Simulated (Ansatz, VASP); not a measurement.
**Al2O3 (Corundum): VASP and Ansatz over several settings**

```
Al O
1.0
     2.38025    1.37424    4.33187
    -2.38025    1.37424    4.33187
     0.00000   -2.74848    4.33187
Al O
4 6
Direct
  0.85216 0.85216 0.85216
  0.64784 0.64784 0.64784
  0.14784 0.14784 0.14784
  0.35216 0.35216 0.35216
  0.05668 0.75000 0.44332
  0.75000 0.44332 0.05668
  0.44332 0.05668 0.75000
  0.94332 0.25000 0.55668
  0.25000 0.55668 0.94332
  0.55668 0.94332 0.25000
```

Single points on this cell with VASP 6.6.1 and Ansatz 0.2.0. Each row is one pair of runs. Alike in all rows: spin: off; k mesh: 7 × 7 × 7; VASP's potentials, cutoff: VASP PAW PBE potentials, release 64 (Al, O), 520 eV.

```csv
level,smearing,"Ansatz's potentials, cutoff","gap on the k mesh at the Fermi level (eV), VASP","gap on the k mesh at the Fermi level (eV), Ansatz","least direct gap on the mesh (eV), VASP","least direct gap on the mesh (eV), Ansatz","pressure (GPa), VASP","pressure (GPa), Ansatz"
PBE,"gaussian, width 0.015 eV","Ansatz PAW, 420 eV",6.22,6.22,6.22,6.22,7.2,7.3
PBE,"fermi-dirac, width 0.05 eV","SSSP precision PAW, 1020 eV",6.22,?,6.22,?,7.2,?
PBE,"fermi-dirac, width 0.05 eV","Ansatz PAW, 420 eV",6.22,6.22,6.22,6.22,7.2,7.3
PBE,"fermi-dirac, width 0.05 eV","Ansatz NC, 1240 eV",6.22,6.24,6.22,6.24,7.2,7.1
PBE,"gaussian, width 0.013 eV","Ansatz PAW, 420 eV",6.22,6.22,6.22,6.22,7.2,7.3
PBE,"gaussian, width 0.011 eV","Ansatz PAW, 420 eV",6.22,6.22,6.22,6.22,7.2,7.3
```

**Question.** Fill in what Ansatz gave in row 2.

**Answer.** gap on the k mesh at the Fermi level (eV): 6.21; least direct gap on the mesh (eV): 6.21; pressure (GPa): 7.9.

Caveats: an odd mesh through Γ misses points on the zone boundary, where band edges often lie (VASP); odd divisions of the mesh miss points on the zone boundary, where band edges often lie, so the gap on the mesh can be too wide (Ansatz); the pressure holds a Pulay correction of +0.9 GPa for the finite cutoff (Ansatz).
